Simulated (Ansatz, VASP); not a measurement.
**Two plane-wave programs on SnTe3**

POSCAR

```
SnTe3
1.0
    0.0000000000      3.8612190000      3.8612190000
    3.8612190000      0.0000000000      3.8612190000
    3.8612190000      3.8612190000      0.0000000000
Sn Te
1 3
Direct
    0.0000000000      0.0000000000      0.0000000000
    0.2500000000      0.2500000000      0.2500000000
    0.7500000000      0.7500000000      0.7500000000
    0.5000000000      0.5000000000      0.5000000000
```

INCAR.step1

```
SYSTEM = SnTe3
PREC     = Accurate       ! precision mode
ENCUT    = 520            ! plane-wave cutoff, eV
ISMEAR   = -1             ! smearing method
SIGMA    = 0.05           ! smearing width, eV
LREAL    = .False.        ! projectors in reciprocal space
LASPH    = .True.         ! aspherical terms in the spheres
NELM     = 100            ! most SCF steps
NBANDS   = 24             ! bands
GGA      = PE             ! functional
ALGO     = Normal         ! electronic algorithm
EDIFF    = 1E-4           ! SCF threshold, eV
LWAVE    = .True.         ! write WAVECAR
LCHARG   = .False.        ! write CHGCAR
```

Contents of INCAR.step2:

```
SYSTEM = SnTe3
PREC     = Accurate       ! precision mode
ENCUT    = 520            ! plane-wave cutoff, eV
EDIFF    = 1E-6           ! SCF threshold, eV
ISMEAR   = -1             ! smearing method
SIGMA    = 0.05           ! smearing width, eV
LREAL    = .False.        ! projectors in reciprocal space
LASPH    = .True.         ! aspherical terms in the spheres
NELM     = 100            ! most SCF steps
ALGO     = Normal         ! electronic algorithm
ISIF     = 2              ! what is computed and relaxed
LWAVE    = .False.        ! write WAVECAR
LCHARG   = .False.        ! write CHGCAR
METAGGA  = R2SCAN         ! meta-GGA
LMIXTAU  = .True.       
NBANDS   = 24             ! bands
ISTART   = 1
```

File KPOINTS:

```
regular mesh
0
Gamma
  4 4 4
  0 0 0
```

Input for Ansatz:

```yaml
crystal:
  lattice:
    - [0.0, 3.861219, 3.861219]
    - [3.861219, 0.0, 3.861219]
    - [3.861219, 3.861219, 0.0]
  atoms:
    - { symbol: Sn, position: [0.0, 0.0, 0.0] }
    - { symbol: Te, position: [0.25, 0.25, 0.25] }
    - { symbol: Te, position: [0.75, 0.75, 0.75] }
    - { symbol: Te, position: [0.5, 0.5, 0.5] }
basis:
  ecutwfc: 550.0
kpoints:
  mp_grid:
    grid: [4, 4, 4]
hamiltonian:
  xc: r2scan
  pseudopotentials:
    kind: paw
    azcp:
      folder: soft_1
scf:
  occupations:
    method: fermi_dirac
    width: 0.05
output:
  forces: true
  stress: true
```

The cell comes from a database or a generator and needn't be the stable form of this composition.

Alike in both runs: task single point; functional r2SCAN; k mesh 4 × 4 × 4; occupations fermi-dirac, width 0.05 eV; no spin polarisation.

```csv
,VASP,Ansatz
version,VASP 6.6.1,Ansatz 0.2.0
potentials or method,"VASP PAW PBE potentials, release 64 (Sn_d, Te)","plane waves, PAW"
plane-wave cutoff (eV),520,550
valence electrons in the cell,32,62
```

|  | VASP | Ansatz | Ansatz less VASP |
| --- | --- | --- | --- |
| pressure (GPa) | 0.4 | 0.5 | +0.06 |

The functional is the same, so the differences come from potentials, cutoffs and numerics. The two sets of potentials don't hold the same shells in valence.

Caveats: the PAW data sets were made with another functional, which shifts forces and pressure a little (VASP). The runs have no spin-orbit coupling, so splittings on Te are missing.
